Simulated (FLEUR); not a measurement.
A run of FLEUR MaX-R8.1 (patched build s14) is set up as follows.

inp.xml

```xml
<?xml version="1.0" encoding="UTF-8" standalone="no"?>
<fleurInput fleurInputVersion="0.39">
   <comment>
      HgSe                                                                                                
   </comment>
   <calculationSetup>
      <cutoffs Kmax="3.8" Gmax="11.8" GmaxXC="11.8" numbands="0"/>
      <scfLoop itmax="60" minDistance="0.00001" maxIterBroyd="15" imix="Anderson" alpha="0.05" precondParam="0.0" spinf="2.0"/>
      <coreElectrons ctail="T" frcor="F" kcrel="0" coretail_lmax="0"/>
      <xcFunctional name="wign" relativisticCorrections="F"/>
      <magnetism jspins="1"/>
      <soc l_soc="F" theta="0.0" phi="0.0" spav="F"/>
      <expertModes spex="0" secvar="F"/>
      <geometryOptimization l_f="F" forcealpha="1.0" forcemix="BFGS" epsdisp="0.00001" epsforce="0.00001"/>
      <ldaU l_linMix="F" mixParam="0.05" spinf="1.0"/>
   </calculationSetup>
   <cell>
      <bzIntegration valenceElectrons="36.0" mode="hist" fermiSmearingEnergy="0.00183747">
         <kPointListSelection listName="default-1"/>
         <!-- k-points included here -->
         <xi:include xmlns:xi="http://www.w3.org/2001/XInclude" href="kpts.xml"> </xi:include>
      </bzIntegration>
      <!-- symmetry operations included here -->
      <xi:include xmlns:xi="http://www.w3.org/2001/XInclude" href="sym.xml"> </xi:include>
      <bulkLattice scale="1.0">
         <bravaisMatrix>
            <row-1>    0.0000000000000000     5.7428776926594001     5.7428776926594001</row-1>
            <row-2>    5.7428776926594001     0.0000000000000000     5.7428776926594001</row-2>
            <row-3>    5.7428776926594001     5.7428776926594001     0.0000000000000000</row-3>
         </bravaisMatrix>
      </bulkLattice>
   </cell>
   <atomSpecies>
      <species name="Mercury (Hg)" element="Hg" atomicNumber="80">
         <mtSphere radius="2.3" gridPoints="761" logIncrement="0.017"/>
         <atomicCutoffs lmax="9" lnonsphr="7"/>
         <electronConfig flipSpins="F">
            <coreConfig>(1s1/2) (2s1/2) (2p1/2) (2p3/2) (3s1/2) (3p1/2) (3p3/2) (4s1/2) (3d3/2) (3d5/2) (4p1/2) (4p3/2) (4d3/2) (4d5/2) (4f5/2) (4f7/2)</coreConfig>
            <valenceConfig>(5s1/2) (5p1/2) (5p3/2) (6s1/2) (5d3/2) (5d5/2)</valenceConfig>
         </electronConfig>
         <energyParameters s="6" p="6" d="5" f="5"/>
         <lo type="SCLO" l="0" n="5" eDeriv="0"/>
         <lo type="SCLO" l="1" n="5" eDeriv="0"/>
         <lo type="SCLO" l="1" n="5" eDeriv="1"/>
         <lo type="SCLO" l="2" n="5" eDeriv="2"/>
         <lo type="SCLO" l="3" n="5" eDeriv="2"/>
      </species>
      <species name="Selenium (Se)" element="Se" atomicNumber="34">
         <mtSphere radius="2.3" gridPoints="761" logIncrement="0.016"/>
         <atomicCutoffs lmax="9" lnonsphr="7"/>
         <electronConfig flipSpins="F">
            <coreConfig>(1s1/2) (2s1/2) (2p1/2) (2p3/2) (3s1/2) (3p1/2) (3p3/2)</coreConfig>
            <valenceConfig>(3d3/2) (3d5/2) (4s1/2) (4p1/2) (4p3/2)</valenceConfig>
            <stateOccupation state="(4p1/2)" spinUp="0.666667" spinDown="0.666667"/>
            <stateOccupation state="(4p3/2)" spinUp="1.333333" spinDown="1.333333"/>
         </electronConfig>
         <energyParameters s="4" p="4" d="4" f="4"/>
         <lo type="SCLO" l="2" n="3" eDeriv="0"/>
         <lo type="SCLO" l="0" n="4" eDeriv="2"/>
         <lo type="SCLO" l="1" n="4" eDeriv="2"/>
         <lo type="SCLO" l="3" n="4" eDeriv="2"/>
      </species>
   </atomSpecies>
   <atomGroups>
      <atomGroup species="Mercury (Hg)">
         <relPos label="                   1">.0000000000 .0000000000 .0000000000</relPos>
         <force calculate="T" relaxXYZ="TTT"/>
      </atomGroup>
      <atomGroup species="Selenium (Se)">
         <relPos label="                   2">-1.000/4.000 -1.000/4.000 -1.000/4.000</relPos>
         <force calculate="T" relaxXYZ="TTT"/>
      </atomGroup>
   </atomGroups>
   <output dos="F" band="F" slice="F">
      <checks vchk="F" cdinf="F"/>
      <bandDOS minEnergy="-.5*Htr" maxEnergy="0.5*Htr" sigma="0.015" storeEVData="T"/>
      <vacuumDOS vacdos="F" integ="F" star="F" nstars="0" locx1="0.0" locy1="0.0" locx2="0.0" locy2="0.0" nstm="0" tworkf="0.0"/>
      <unfoldingBand unfoldBand="F" supercellX="1" supercellY="1" supercellZ="1"/>
      <plotting iplot="0" polar="F">
         <plot TwoD="T" vec1="  1.0  0.0  0.0" vec2="  0.0  1.0  0.0" vec3="  0.0  0.0  1.0" zero="  0.0  0.0  0.0" file="plot"/>
      </plotting>
      <chargeDensitySlicing numkpt="0" minEigenval="0.0" maxEigenval="0.0" nnne="0" pallst="F"/>
      <specialOutput eonly="F"/>
      <magneticCircularDichroism mcd="F" energyLo="-10.0" energyUp="0.0"/>
   </output>
  <!-- We include the file relax.xml here to enable relaxations (see documentation) -->
  <xi:include xmlns:xi="http://www.w3.org/2001/XInclude" href="relax.xml"> <xi:fallback/> </xi:include>
</fleurInput>
```

The input crystal.txt:

```
HgSe
&input cartesian=F /
0.0000000000  3.0390000000  3.0390000000
3.0390000000  0.0000000000  3.0390000000
3.0390000000  3.0390000000  0.0000000000
1.8897261246
1.0 1.0 1.0

2
80 0.0000000000  0.0000000000  0.0000000000
34 0.7500000000  0.7500000000  0.7500000000

&kpt div1=8 div2=8 div3=8 gamma=T /
```

Contents of inp.xml (bands):

```
<?xml version="1.0" encoding="UTF-8" standalone="no"?>
<fleurInput fleurInputVersion="0.39">
   <comment>
      HgSe                                                                                                
   </comment>
   <calculationSetup>
      <cutoffs Kmax="3.8" Gmax="11.8" GmaxXC="11.8" numbands="0"/>
      <scfLoop itmax="60" minDistance="0.00001" maxIterBroyd="15" imix="Anderson" alpha="0.05" precondParam="0.0" spinf="2.0"/>
      <coreElectrons ctail="T" frcor="F" kcrel="0" coretail_lmax="0"/>
      <xcFunctional name="wign" relativisticCorrections="F"/>
      <magnetism jspins="1"/>
      <soc l_soc="F" theta="0.0" phi="0.0" spav="F"/>
      <expertModes spex="0" secvar="F"/>
      <geometryOptimization l_f="F" forcealpha="1.0" forcemix="BFGS" epsdisp="0.00001" epsforce="0.00001"/>
      <ldaU l_linMix="F" mixParam="0.05" spinf="1.0"/>
   </calculationSetup>
   <cell>
      <bzIntegration valenceElectrons="36.0" mode="hist" fermiSmearingEnergy="0.00183747">
         <kPointListSelection listName="path-1"/>
         <!-- k-points included here -->
         <xi:include xmlns:xi="http://www.w3.org/2001/XInclude" href="kpts.xml"> </xi:include>
      </bzIntegration>
      <!-- symmetry operations included here -->
      <xi:include xmlns:xi="http://www.w3.org/2001/XInclude" href="sym.xml"> </xi:include>
      <bulkLattice scale="1.0">
         <bravaisMatrix>
            <row-1>    0.0000000000000000     5.7428776926594001     5.7428776926594001</row-1>
            <row-2>    5.7428776926594001     0.0000000000000000     5.7428776926594001</row-2>
            <row-3>    5.7428776926594001     5.7428776926594001     0.0000000000000000</row-3>
         </bravaisMatrix>
      </bulkLattice>
   </cell>
   <atomSpecies>
      <species name="Mercury (Hg)" element="Hg" atomicNumber="80">
         <mtSphere radius="2.3" gridPoints="761" logIncrement="0.017"/>
         <atomicCutoffs lmax="9" lnonsphr="7"/>
         <electronConfig flipSpins="F">
            <coreConfig>(1s1/2) (2s1/2) (2p1/2) (2p3/2) (3s1/2) (3p1/2) (3p3/2) (4s1/2) (3d3/2) (3d5/2) (4p1/2) (4p3/2) (4d3/2) (4d5/2) (4f5/2) (4f7/2)</coreConfig>
            <valenceConfig>(5s1/2) (5p1/2) (5p3/2) (6s1/2) (5d3/2) (5d5/2)</valenceConfig>
         </electronConfig>
         <energyParameters s="6" p="6" d="5" f="5"/>
         <lo type="SCLO" l="0" n="5" eDeriv="0"/>
         <lo type="SCLO" l="1" n="5" eDeriv="0"/>
         <lo type="SCLO" l="1" n="5" eDeriv="1"/>
         <lo type="SCLO" l="2" n="5" eDeriv="2"/>
         <lo type="SCLO" l="3" n="5" eDeriv="2"/>
      </species>
      <species name="Selenium (Se)" element="Se" atomicNumber="34">
         <mtSphere radius="2.3" gridPoints="761" logIncrement="0.016"/>
         <atomicCutoffs lmax="9" lnonsphr="7"/>
         <electronConfig flipSpins="F">
            <coreConfig>(1s1/2) (2s1/2) (2p1/2) (2p3/2) (3s1/2) (3p1/2) (3p3/2)</coreConfig>
            <valenceConfig>(3d3/2) (3d5/2) (4s1/2) (4p1/2) (4p3/2)</valenceConfig>
            <stateOccupation state="(4p1/2)" spinUp="0.666667" spinDown="0.666667"/>
            <stateOccupation state="(4p3/2)" spinUp="1.333333" spinDown="1.333333"/>
         </electronConfig>
         <energyParameters s="4" p="4" d="4" f="4"/>
         <lo type="SCLO" l="2" n="3" eDeriv="0"/>
         <lo type="SCLO" l="0" n="4" eDeriv="2"/>
         <lo type="SCLO" l="1" n="4" eDeriv="2"/>
         <lo type="SCLO" l="3" n="4" eDeriv="2"/>
      </species>
   </atomSpecies>
   <atomGroups>
      <atomGroup species="Mercury (Hg)">
         <relPos label="                   1">.0000000000 .0000000000 .0000000000</relPos>
         <force calculate="T" relaxXYZ="TTT"/>
      </atomGroup>
      <atomGroup species="Selenium (Se)">
         <relPos label="                   2">-1.000/4.000 -1.000/4.000 -1.000/4.000</relPos>
         <force calculate="T" relaxXYZ="TTT"/>
      </atomGroup>
   </atomGroups>
   <output dos="F" band="T" slice="F">
      <checks vchk="F" cdinf="F"/>
      <bandDOS minEnergy="-.5*Htr" maxEnergy="0.5*Htr" sigma="0.015" storeEVData="T"/>
      <vacuumDOS vacdos="F" integ="F" star="F" nstars="0" locx1="0.0" locy1="0.0" locx2="0.0" locy2="0.0" nstm="0" tworkf="0.0"/>
      <unfoldingBand unfoldBand="F" supercellX="1" supercellY="1" supercellZ="1"/>
      <plotting iplot="0" polar="F">
         <plot TwoD="T" vec1="  1.0  0.0  0.0" vec2="  0.0  1.0  0.0" vec3="  0.0  0.0  1.0" zero="  0.0  0.0  0.0" file="plot"/>
      </plotting>
      <chargeDensitySlicing numkpt="0" minEigenval="0.0" maxEigenval="0.0" nnne="0" pallst="F"/>
      <specialOutput eonly="F"/>
      <magneticCircularDichroism mcd="F" energyLo="-10.0" energyUp="0.0"/>
   </output>
  <!-- We include the file relax.xml here to enable relaxations (see documentation) -->
  <xi:include xmlns:xi="http://www.w3.org/2001/XInclude" href="relax.xml"> <xi:fallback/> </xi:include>
</fleurInput>
```

Potentials or basis: all-electron, FLAPW.

Launch:

```bash
$ inpgen -f crystal.txt -profile fastHighL
$ # inp.xml edited to the form shown
$ fleur
$ fleur   # second run, on inp.xml (bands)
```

**Question.** What does it give for the band gap along the path?

**Answer.** None (metal or under the smearing width).

Levels at the corners of the path, in eV from the Fermi level:
```
point  band 15  band 16  band 17  band 18  band 19  band 20  band 21  band 22
    Γ    -6.40    -1.28    -0.05    -0.05    -0.05     5.24     5.24     5.24
    X    -6.05    -5.23    -2.44    -2.44     2.56     2.62     8.03     9.57
    W    -5.78    -5.47    -2.93    -2.55     3.46     4.81     5.75     7.06
    K    -5.88    -5.42    -3.06    -2.00     2.68     4.19     7.54     7.98
    Γ    -6.40    -1.28    -0.05    -0.05    -0.05     5.24     5.24     5.24
    L    -6.08    -5.74    -1.06    -1.06     0.81     6.01     6.01     6.61
    U    -5.88    -5.42    -3.06    -2.00     2.68     4.19     7.54     7.98
    W    -5.78    -5.47    -2.93    -2.55     3.46     4.81     5.75     7.06
    L    -6.08    -5.74    -1.06    -1.06     0.81     6.01     6.01     6.61
    K    -5.88    -5.42    -3.06    -2.00     2.68     4.19     7.54     7.98
    U    -5.88    -5.42    -3.06    -2.00     2.68     4.19     7.54     7.98
    X    -6.05    -5.23    -2.44    -2.44     2.56     2.62     8.03     9.57
```

Caveat: spin-orbit coupling is left out, which moves the levels of the heavy elements.
